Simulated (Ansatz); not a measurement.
Cu Kα1 powder pattern (kinematic, no thermal factors).
| 2θ (°) | relative intensity |
| --- | --- |
| 35.36 | 10 |
| 36.26 | 5 |
| 39.65 | 29 |
| 41.07 | 15 |
| 42.05 | 100 |
| 47.96 | 5 |
| 51.39 | 5 |
| 59.02 | 22 |
| 62.89 | 32 |
| 63.20 | 1 |
| 71.56 | 2 |
| 72.24 | 7 |
| 74.27 | 2 |
| 76.96 | 5 |
| 77.12 | 8 |
| 77.91 | 15 |
| 78.57 | 14 |
| 87.67 | 1 |
| 89.11 | 3 |

The pattern is computed from a structure relaxed with DFT PBE, scalar-relativistic, plane waves, PAW in Ansatz 0.2.0. No spin polarisation. Its elements are C, Si.

Problem. Give the structure.

Solution. Si₃C₂.
Space group R-3m:H (No. 166). a = 2.953 Å, b = 2.953 Å, c = 19.762 Å, α = 90.00°, β = 90.00°, γ = 120.00°
| atom | site | symmetry | x | y | z |
| --- | --- | --- | --- | --- | --- |
| Si | 3a | -3m | 0.0000 | 0.0000 | 0.0000 |
| Si | 6c | 3m | 0.3333 | 0.6667 | 0.8824 |
| C | 6c | 3m | 0.6667 | 0.3333 | 0.7299 |

A pattern alone doesn't exclude other cells with like lines; this is the one computed.

Another cell of Si3C2 relaxed alike, in P-3m1, lies 171 meV/atom lower, so this cell isn't the stable form at this level.

The structure comes from a generated guess; another structure or a mixture of phases may lie lower.
